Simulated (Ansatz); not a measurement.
CuI (h-MgO type) (it has left that coordination) was relaxed with 4 functionals in the PAW code Ansatz, cell and atoms free, the symmetry of the start kept (meshes: PBE 6×6×4, r2SCAN 6×6×4, PBEsol 6×6×4, LDA 6×6×4). All values are calculated for a non-magnetic cell, which may be hypothetical.

The r2SCAN result:
```
CELL_PARAMETERS angstrom
4.37554 0.00000 0.00000
-2.18777 3.78933 0.00000
0.00000 0.00000 7.25379
ATOMIC_POSITIONS crystal
Cu 0.33333 0.66667 0.25000
Cu 0.66667 0.33333 0.75000
I 0.66667 0.33333 0.25000
I 0.33333 0.66667 0.75000
```

It is hexagonal, P6_3/mmc (No. 194); a = 4.376 Å, c = 7.254 Å in the conventional setting, 30.07 Å³ an atom. Around Cu lie 3 I at 2.53 Å; around I lie 3 Cu at 2.53 Å.

(1) Order the functionals by the relaxed volume, smallest first.
A. LDA
B. PBE
C. PBEsol
D. r2SCAN

(2) What lattice does LDA give?

(3) What lattice does PBEsol give?

(4) Held at the r2SCAN cell, what mean stress do LDA and PBE find, and does its sign point to their own minimum?

## Answers

(1) A (26.19 Å³/atom), C (27.65 Å³/atom), D (30.07 Å³/atom), B (33.78 Å³/atom).

(2) a = 4.301 Å, c = 6.539 Å; the volume differs by -12.9 % from r2SCAN's. Cu is surrounded by 3 I at 2.48 Å; I is surrounded by 3 Cu at 2.48 Å.

(3) a = 4.345 Å, c = 6.763 Å; the volume differs by -8.1 % from r2SCAN's. Around Cu lie 3 I at 2.51 Å; around I lie 3 Cu at 2.51 Å.

(4) Yes. LDA -3.21 GPa, and its relaxed volume is -12.9 % from r2SCAN's; PBE +1.06 GPa, and its relaxed volume is +12.4 % from r2SCAN's. Compression counts positive, so a positive stress asks for a larger cell.
